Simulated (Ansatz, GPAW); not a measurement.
This is a calculation of Sb (Antimony) for Ansatz 0.2.0. 

input.yaml

```yaml
crystal:
  lattice:
    - [2.1542, 1.2437279499, 3.758]
    - [-2.1542, 1.2437279499, 3.758]
    - [0.0, -2.4874558998, 3.758]
  atoms:
    - { symbol: Sb, position: [0.76651, 0.76651, 0.76651] }
    - { symbol: Sb, position: [0.23349, 0.23349, 0.23349] }
hamiltonian:
  xc: pbe
  pseudopotentials: { kind: paw }
kpoints:
  mp_grid: { grid: [8, 8, 8] }
scf:
  occupations: { method: gaussian, width: 0.017 }
output:
  forces: true
  stress: true
  eigenvalues: true
```

Potentials or basis: Ansatz PAW.

The run is started by

```console
$ ansatz run input.yaml --threads 2 --pin off --max-ram 5632MiB --backend cpu --events-out ev --progress --plain --runs-dir out
```

**Question.** Set up the same calculation for GPAW 26.7.0 (ASE script). Potentials or basis there: GPAW PAW data sets (gpaw-data 1.2.1), cutoff 600 eV.

**Answer.** As run (cutoffs and basis follow the program's own potentials, and thresholds, step limits or extra output files can differ):

Contents of run.py:

```python
from ase.dft.bandgap import bandgap
from ase.io import read, write
from ase.units import GPa
from gpaw import GPAW, PW

atoms = read('POSCAR')

calc = GPAW(mode=PW(600),
            xc='PBE',
            kpts={'size': (8, 8, 8), 'gamma': True},
            occupations={'name': 'methfessel-paxton', 'order': 0, 'width': 0.017},
            nbands=25,
            convergence={'density': 1e-05, 'energy': 1e-05},
            maxiter=150,
            txt='gpaw.txt')
atoms.calc = calc
energy = atoms.get_potential_energy()
forces = atoms.get_forces()
stress = atoms.get_stress()
calc.write('gs.gpw')
write('result.traj', atoms)
print(f'Energy: {energy:.6f} eV')
print('Forces (eV/A):')
print(forces.round(4))
print('Stress (GPa):', (stress / GPa).round(3))
print('Fermi level:', round(calc.get_fermi_level(), 4), 'eV')
print(f'Gap: {bandgap(calc)[0]:.4f} eV, direct: {bandgap(calc, direct=True)[0]:.4f} eV')
```

Contents of POSCAR:

```
Sb
1.0
    2.1542000000      1.2437279499      3.7580000000
   -2.1542000000      1.2437279499      3.7580000000
    0.0000000000     -2.4874558998      3.7580000000
Sb
2
Direct
    0.7665100000      0.7665100000      0.7665100000
    0.2334900000      0.2334900000      0.2334900000
```

Potentials or basis: GPAW PAW data sets (gpaw-data 1.2.1), pw.

Launch:

```sh
$ OMP_NUM_THREADS=1 python run.py
```

Both were run:

|  | Ansatz | GPAW |
| --- | --- | --- |
| Pressure | 2.7 GPa | 2.4 GPa |
| Largest force | 0.141 eV/Å | 0.125 eV/Å |

Ansatz's pressure holds a Pulay term of +0.03 GPa for its cutoff of 420 eV, which the other run lacks.

Where Ansatz's input types no cutoff or centring, it takes its own default and a Γ-centred mesh.

Pressure is positive in compression.
